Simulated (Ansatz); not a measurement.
LiH in the rocksalt structure (r2SCAN geometry), in Ansatz:

```cif
data_structure
_symmetry_space_group_name_H-M 'P 1'
_symmetry_Int_Tables_number 1
_cell_length_a 2.8327
_cell_length_b 2.8327
_cell_length_c 2.8327
_cell_angle_alpha 60.000
_cell_angle_beta 60.000
_cell_angle_gamma 60.000
_cell_volume 16.07
loop_
_atom_site_label
_atom_site_type_symbol
_atom_site_fract_x
_atom_site_fract_y
_atom_site_fract_z
_atom_site_occupancy
Li1 Li 0.00000 0.00000 0.00000 1
H1 H 0.50000 0.50000 0.50000 1
```

G0W0@PBE with 88 empty bands, a screening cutoff of 180 eV and an 8×8×8 mesh (PAW, contour deformation) gives 4.860 eV over the mesh points, from a PBE gap of 2.984 eV; it sums over 90 bands with 89 plane waves in the screening and a wave cutoff of 420 eV. G0W0 values are finite-basis, finite-mesh values. (Simulation; spin polarisation is off.)

Q: Estimate the gap with starting point PBE0.

A: 5.711 eV (+0.851 eV), from a Kohn-Sham gap of 4.659 eV.

Q: Another run gave a Kohn-Sham gap of 2.984 eV and a G0W0 gap of 4.853 eV, summing over 90 bands with 89 plane waves in the screening and a wave cutoff of 1034 eV. What was changed?

A: Potentials of the kind norm-conserving. The wave cutoff gives it away.

Q: Estimate the gap with frequency model Godby-Needs pole.

A: 4.870 eV (+0.010 eV), from a Kohn-Sham gap of 2.984 eV.

Q: Estimate the gap with empty bands 170, screening cutoff 260 eV.

A: 4.903 eV (+0.043 eV), from a Kohn-Sham gap of 2.984 eV.
